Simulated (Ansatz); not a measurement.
## NbC: how much do the potentials matter?

NbC in the rock-salt structure, relaxed with PBE; each set of potentials at its own relaxed cell, the first one printed.

```
Nb C
1.0
     0.00000    2.24277    2.24277
     2.24277    0.00000    2.24277
     2.24277    2.24277    0.00000
Nb C
1 1
Direct
  0.00000 0.00000 0.00000
  0.50000 0.50000 0.50000
```

DFT in Ansatz; PBE; k mesh 8×8×8; Fermi–Dirac smearing of 0.1 eV; no spin. Harmonic phonons by finite displacements in cells commensurate with each q, frequencies in cm⁻¹, imaginary ones marked i; at Γ the three translations are left out and no LO–TO term is added.

Caveats: coarse k mesh; soft modes or ε∞ of this crystal moved by over a tenth between k meshes, so they aren't converged.

The reference is the run on all-electron PAW datasets (no frozen core) at 360 eV and 11.28 Å³ an atom: top Γ mode (cm⁻¹) 513; lowest mode at X = [0.5, 0, 0.5] (cm⁻¹) 196; top mode at X = [0.5, 0, 0.5] (cm⁻¹) 573.

**Question.** The same calculation was made on Ansatz generated PAW, Ansatz hand-made PAW, JTH PAW, PseudoDojo norm-conserving, Ansatz norm-conserving. How far do the results move?

**Answer.** 
```
                potentials  cutoff (eV)  volume (Å³/atom)  top Γ mode (cm⁻¹)  lowest mode at X = [0.5, 0, 0.5] (cm⁻¹)  top mode at X = [0.5, 0, 0.5] (cm⁻¹)
      Ansatz generated PAW          420             11.28                513                                      196                                   573
      Ansatz hand-made PAW          820             11.28                513                                      196                                   573
                   JTH PAW         1170             11.27                514                                      197                                   573
PseudoDojo norm-conserving         1116             11.29                513                                      196                                   573
    Ansatz norm-conserving         1116             11.28                514                                      196                                   573
```

The largest move among the frequencies in the table is 0.7 cm⁻¹, in the top Γ mode on JTH PAW.
